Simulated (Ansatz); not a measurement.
# Li2Se (Fm-3m): exact exchange against the cheap answer

Aim: see how the gap and pressure of Li2Se (Fm-3m) move with the amount and range of exact exchange, and what each run costs.

Method: DFT at several levels, plane waves, PAW, in Ansatz 0.2.0.

1 further run of the same task is left out (it didn't finish). Runs told in other sessions of the task aren't counted.

## 1. The system as given

Symmetry: Fm-3m, No. 225, cubic system. Conventional cell: a = 6.005 Å, b = 6.005 Å, c = 6.005 Å, α = 90.00°, β = 90.00°, γ = 90.00°. Li (site symmetry -43m) has 4 Se at 2.60 Å in its first shell of neighbours. Se (site symmetry m-3m) is surrounded by 8 Li at 2.60 Å.

As a file:

```cif
data_structure
_symmetry_space_group_name_H-M 'Fm-3m'
_symmetry_Int_Tables_number 225
_cell_length_a 6.0050
_cell_length_b 6.0050
_cell_length_c 6.0050
_cell_angle_alpha 90.000
_cell_angle_beta 90.000
_cell_angle_gamma 90.000
_cell_volume 216.54
loop_
_atom_site_label
_atom_site_type_symbol
_atom_site_symmetry_multiplicity
_atom_site_Wyckoff_symbol
_atom_site_fract_x
_atom_site_fract_y
_atom_site_fract_z
_atom_site_occupancy
Li1 Li 8 c 0.25000 0.75000 0.75000 1
Se1 Se 4 a 0.00000 0.00000 0.00000 1
```

An earlier run at PBE left this cell at 18.045 Å³/atom and 0.02 GPa (8×8×8 mesh), gap on the mesh 2.98 eV.

The cell stays fixed from here on.

Levels to run, all on a 4×4×4 mesh: PBE; PBE0 form (fraction 1/ε∞); HSE06 + D3(BJ); revPBE0. Hardware: 4 threads of Arm Neoverse V1, shared host.

## 2. PBE

Input file input.yaml:

```yaml
crystal:
  lattice:
    - [0.0, 3.0024997683, 3.0024997683]
    - [3.0024997683, 0.0, 3.0024997683]
    - [3.0024997683, 3.0024997683, 0.0]
  atoms:
    - { symbol: Li, position: [0.25, 0.25, 0.25] }
    - { symbol: Li, position: [0.75, 0.75, 0.75] }
    - { symbol: Se, position: [0.0, 0.0, 0.0] }
basis:
  ecutwfc: 420
  ecutrho_ratio: 4
kpoints:
  mp_grid: { grid: [4, 4, 4] }
hamiltonian:
  xc: pbe
scf:
  occupations: { method: gaussian, width: 0.05 }
output:
  forces: true
  stress: true
  eigenvalues: true
  populations: true
  write_density: true
  write_potential: true
  elf: true
  volumetric_format: npy
```

Command:

```bash
ansatz run input.yaml --threads 4 --pin off --max-ram 8192MiB --backend cpu --events-out ev --progress --plain --runs-dir out
```

The runs that follow: PBE0 form (fraction 1/ε∞); HSE06 + D3(BJ); revPBE0.

Q: Predict the outcome of this session. Wanted: for each run, exact exchange; change of gap; pressure.

As calculated:

| level | exact exchange | gap on the mesh (eV) | change of gap (eV) | pressure (GPa) | wall time | CPU time |
| --- | --- | --- | --- | --- | --- | --- |
| PBE | 0.00 | 2.98 | 0 | 0.1 | 0.42 s | 1.1 s |
| PBE0 form (fraction 1/ε∞) | 0.23 | 4.38 | +1.40 | -0.5 | 9.8 s | 31 s |
| HSE06 + D3(BJ) | 0.25 | 3.82 | +0.85 | -3.5 | 6.5 s | 19 s |
| revPBE0 | 0.25 | 4.60 | +1.62 | 0.4 | 5.8 s | 19 s |

Changes count from PBE. Times are on 4 threads of Arm Neoverse V1, shared host; the hybrid runs also made densities of states.

Against 2.98 eV at PBE, the runs with exact exchange give 3.82 (HSE06 + D3(BJ)) to 4.60 eV (revPBE0). The pressure spans -3.5 to 0.4 GPa, negative where a level wants a smaller cell on this coarse mesh, whose own error is in all of them. Levels with a dispersion term owe part of their pull to it. The median run with exact exchange took 18 times the CPU time of the cheap one. Gaps are over this coarse mesh alone, and total energies of different levels can't be compared. The program warned that the SCF threshold is loose for the stress of this hybrid run.
